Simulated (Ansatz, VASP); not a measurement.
## Two plane-wave programs on Pb

Contents of INCAR:

```
  PREC = Accurate
  ENCUT = 580
  EDIFF = 1E-7
  ISMEAR = -1
  SIGMA = 0.05
  LREAL = F
  LASPH = T
  NELM = 80
  ALGO = Normal
  ISIF = 3
  LWAVE = F
  LCHARG = F
  GGA = PE
  IBRION = 2
  NSW = 40
  EDIFFG = -0.01
```

File KPOINTS:

```
regular mesh
0
Gamma
  9 9 9
```

Contents of POSCAR:

```
Pb
1.0
    0.0000000000      2.4750200000      2.4750200000
    2.4750200000      0.0000000000      2.4750200000
    2.4750200000      2.4750200000      0.0000000000
Pb
1
Direct
    0.0000000000      0.0000000000      0.0000000000
```

The input input.yaml:

```yaml
crystal:
  lattice:
    - [0.0, 2.47502, 2.47502]
    - [2.47502, 0.0, 2.47502]
    - [2.47502, 2.47502, 0.0]
  atoms:
    - { symbol: Pb, position: [0.0, 0.0, 0.0] }
hamiltonian:
  xc: pbe
  pseudopotentials: { kind: paw }
kpoints:
  mp_grid: { grid: [9, 9, 9] }
scf:
  occupations: { method: fermi_dirac, width: 0.05 }
output:
  forces: true
  stress: true
  write_density: true
  write_potential: true
  elf: true
  volumetric_format: npy
relax:
  f_tol: 0.01
  max_steps: 40
  cell: { stress_tol: 0.05 }
```

Alike in both runs: task relaxation of cell and atoms; functional PBE; k mesh 9 × 9 × 9; occupations fermi-dirac, width 0.05 eV; no spin polarisation.

```csv
,VASP,Ansatz
version,VASP 6.6.1,Ansatz 0.2.0
potentials or method,"VASP PAW PBE potentials, release 64 (Pb)",Ansatz PAW
plane-wave cutoff (eV),580,420
valence electrons in the cell,4,14
```

```tsv
	VASP	Ansatz	Ansatz less VASP
gap on the k mesh at the Fermi level, each at its own relaxed structure (eV)	none	none	-
relaxed volume (Å³/atom)	31.67	31.88	+0.208
relaxed cell length with the largest relative difference (Å)	3.551	3.559	+0.0078
energy change over the relaxation (meV/atom)	-8	-10	-2.3
```

A gap of «none» marks a metal or a gap that the smearing closes. The two sets of potentials don't hold the same shells in valence.

Caveats: the plane-wave basis is chosen anew once the cell has moved, so the energies of steps on either side of that aren't comparable (Ansatz). The runs have no spin-orbit coupling, so splittings on Pb are missing. Zero-point motion and thermal expansion aren't in these numbers.
